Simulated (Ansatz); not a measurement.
## SrTiO₃ (Pm-3m), a vibration from a frozen displacement

Level of theory: Ansatz, DFT PBEsol, scalar-relativistic, plane waves, PAW. Settings: plane waves to 420 eV, k-mesh 8×8×8 (Γ-centred), Gaussian smearing 0.05 eV. No spin polarisation. Energies are free energies at this smearing, counted from the undisturbed cell; pressure is positive in compression.

Zero of the scan (relaxed at this level; it needn't be the usual structure):

```
Sr Ti O
1.0
     3.89112    0.00000    0.00000
     0.00000    3.89112    0.00000
     0.00000    0.00000    3.89112
Sr Ti O
1 1 3
Cartesian
  0.0000 0.0000 0.0000
  1.9456 1.9456 1.9456
  0.0000 1.9456 1.9456
  1.9456 0.0000 1.9456
  1.9456 1.9456 0.0000
```

Atom 1 (Sr) is moved by x along the Cartesian unit vector (0.000, -0.707, -0.707); the cell and all other atoms stay fixed. The cell's volume is 58.91 Å³; the moved atoms weigh 87.620 u together and the others 95.864 u. Some rows repeat others by symmetry and weren't run.

| x (Å) | ΔE (meV/cell) | total force on the moved atoms along the move (eV/Å) | pressure (GPa) |
| --- | --- | --- | --- |
| -0.4500 | 471.48 | 2.6227 | 5.5097 |
| -0.3750 | 302.54 | 1.9116 | 3.7154 |
| -0.3000 | 180.86 | 1.3555 | 2.3193 |
| -0.2250 | 96.24 | 0.9178 | 1.2784 |
| -0.1500 | 41.05 | 0.5657 | 0.5589 |
| -0.0750 | 10.01 | 0.2691 | 0.1368 |
| 0.0000 | 0.00 | 0.0000 | -0.0023 |
| 0.0750 | 10.01 | -0.2691 | 0.1368 |
| 0.1500 | 41.05 | -0.5657 | 0.5589 |
| 0.2250 | 96.24 | -0.9178 | 1.2784 |
| 0.3000 | 180.86 | -1.3555 | 2.3193 |
| 0.3750 | 302.54 | -1.9116 | 3.7154 |
| 0.4500 | 471.48 | -2.6227 | 5.5097 |

What frequency belongs to this motion?

The force constant is k = −dF/dx = 3.588 eV/Å², from the parabola through x = -0.0750, 0 and 0.0750. In every cell the moved atoms swing against the rest, so the mass is μ = m₁m₂/(m₁ + m₂) = 45.778 u, and ν̃ = 521.5 cm⁻¹ × √(|k|/μ) = 146 cm⁻¹. The pattern needn't be a normal mode: ν̃² is then a weighted mean of the squared nonzero frequencies at the zone centre of this cell, taken without macroscopic field, so it lies between the lowest and the highest of them.

How far does the harmonic law reach?

At x = -0.450 Å, kx²/2 = 363.32 meV against the computed 471.48 meV (+29.8 %): the well stiffens in this direction at large amplitude.

The pressure changes with x². What does that say about the frequency under compression?

With E = k(V)x²/2, k ∝ V^(−2γ) and x scaling with the cell as V^(1/3), P − P0 = −∂E/∂V = (2γ − 2/3) ΔE/V. At x = 0.1500 Å, V(P − P0) = 58.91 × 0.56126 / 160.2 eV = 206.38 meV and ΔE = 41.05 meV, so γ = 1/3 + V(P − P0)/(2ΔE) = 2.85. This is the Grüneisen parameter of the motion under uniform scaling of the cell: shrinking the cell evenly by 1 % in volume raises the frequency by about 2.85 %.

Many cubic perovskites lower their energy by tilts or polar distortions; a scan of this one displacement doesn't rule them out.

Sr sits in a stable, symmetric well with respect to this displacement. The move points straight at one of the twelve neighbouring oxygens, so the stiffening at large amplitude fits the steep closed-shell repulsion between Sr²⁺ and O²⁻. The same repulsion probably accounts for the positive Grüneisen parameter of 2.85, since an even compression shortens all the Sr–O contacts.

The cubic site makes the harmonic force constant equal in every direction, so 146 cm⁻¹ holds for any direction of the Sr motion, whereas the anharmonic part depends on direction and should be weaker where Sr heads for a gap between oxygens.

Sr is largely ionic and takes little part in the Ti 3d–O 2p hybridisation that drives the polar softening of this incipient ferroelectric. A firm restoring force on Sr is therefore compatible with a much softer motion of Ti against O, and the hardening found here under pressure can't be carried over to that soft mode quantitatively.
